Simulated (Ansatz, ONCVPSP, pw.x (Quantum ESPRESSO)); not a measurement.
## From atom to crystal: ONCV potential for Mo (Z = 42)

ONCVPSP 4.0.1.1 (patched build) input, shortened (lines: element, Z, core and valence counts, functional; n l f; lmax; l rc ep ncon nbas qcut; lloc lpopt rc5 dvloc0; l nproj debl; icmod fcfact rcfact), PBE, scalar-relativistic:

```
  Mo 42.00    6    4        4      upf
    1    0    2.00
    2    0    2.00
    2    1    6.00
    3    0    2.00
    3    1    6.00
    3    2   10.00
    4    0    2.00
    4    1    6.00
    4    2    5.00
    5    0    1.00
    2
    0    1.70    0.00    4    8    6.50
    1    1.65    0.00    3    7    8.20
    2    1.75    0.00    4    7    5.20
    4    5    1.50    1.00
    0    2    0.30
    1    2    1.00
    2    1    0.40
    0    0.00    0.00
```

In the p channel the program set the typed energies aside and used -1.414, 0.250 Ha.

Atomic tests: cutoffs needed: 31 Ha and 54 Ha (the cutoffs (Ha) at which the residual kinetic energy of the hardest occupied pseudo-wave falls to 1 and 0.1 mHa per electron); ghost test: no bound ghost flagged; GHOST(+) flagged for s at 300.5 eV; largest excitation error: -1.9 meV (all-electron minus pseudo) for 4s2 4p6 4d4 5s0, out of 4 test configurations.

Crystal test: fcc Mo in pw.x 7.5, no spin, 14³ k-points, Fermi–Dirac smearing 0.01 Ry, cutoffs 125/500 Ry. The reference is all-electron LAPW (Ansatz 0.2.0) with the same functional, mesh and smearing; V0 and B0 come from Birch–Murnaghan fits to the pressures at five volumes. Errors are pseudo minus all-electron; Δ is the rms difference of the E(V) curves that follow from these fits, minima aligned, over ±6 % about the mean V0. Mesh and smearing are coarse, so the numbers serve the comparison and aren't converged zero-temperature values; the lattice is a test structure that the element need not adopt.

| V (Å³/atom) | P all-electron (GPa) | P pseudo (GPa) |
| --- | --- | --- |
| 15.226 | 13.93 | 14.86 |
| 15.626 | 6.76 | 7.60 |
| 16.027 | 0.44 | 1.20 |
| 16.428 | -5.13 | -4.45 |
| 16.828 | -10.04 | -9.43 |

All-electron: a0 = 4.005 Å (V0 = 16.06 Å³/atom), B0 = 235.3 GPa.

Pseudopotential: mean pressure error (GPa): +0.77; a0 (Å): 4.009; a0 error (%): +0.11; B0 error (%): +0.1; Δ (meV/atom): 2.6.

Problem. At the middle volume, how do free energy and pressure move when the wave cutoff is lowered (ecutrho kept at four times it)?

Solution.

| cutoff (Ry) | shift of F (meV/atom) | shift of P (GPa) |
| --- | --- | --- |
| 56 | +122.0 | -2.22 |
| 75 | +91.6 | -0.24 |
| 100 | +26.0 | -1.58 |

The run at the middle volume (104 k-points, 8 iterations) took about 48 s on one core of a shared host (Neoverse-V1, 32 threads, 126 GiB, load 14).
